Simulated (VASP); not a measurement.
A run of VASP 6.6.1 is set up as follows.

Contents of INCAR:

```
ALGO = Normal ; EDIFF = 1E-7
EDIFFG = -0.005 ; ENCUT = 600
GGA = RP ; IBRION = 2
ISIF = 3 ; ISMEAR = 0
LASPH = True ; LCHARG = False
LREAL = False ; LWAVE = False
NELM = 60 ; NSW = 90
PREC = Accurate ; SIGMA = 0.02
```

File KPOINTS:

```
k-points
0
Gamma
  6 6 6
```

File POSCAR:

```
K2S
1.0
    0.0000000000      3.7069394600      3.7069394600
    3.7069394600      0.0000000000      3.7069394600
    3.7069394600      3.7069394600      0.0000000000
K S
2 1
Direct
    0.7500000000      0.7500000000      0.7500000000
    0.2500000000      0.2500000000      0.2500000000
    0.0000000000      0.0000000000      0.0000000000
```

Potentials or basis: VASP PAW PBE potentials, release 64 (K_sv, S).

Run with:

```sh
$ cat potpaw_PBE.64/K_sv/POTCAR potpaw_PBE.64/S/POTCAR > POTCAR
$ mpirun -np 1 vasp_std > vasp.out
```

Task: Predict the space group after relaxing (to 0.05 Å).

Result: Fm-3m (No. 225).

Task: Predict the relaxed cell.

Result: a = 5.395 Å, b = 5.395 Å, c = 5.395 Å, α = 60.00°, β = 60.00°, γ = 60.00°.

Task: Predict the relaxed volume.

Result: 37.01 Å³/atom.

Final structure:
```
CELL_PARAMETERS angstrom
0.00000 3.81466 3.81466
3.81466 0.00000 3.81466
3.81466 3.81466 0.00000
ATOMIC_POSITIONS crystal
K 0.75000 0.75000 0.75000
K 0.25000 0.25000 0.25000
S 0.00000 0.00000 0.00000
```

Caveat: the PAW data sets were made with another functional, which shifts forces and pressure a little.
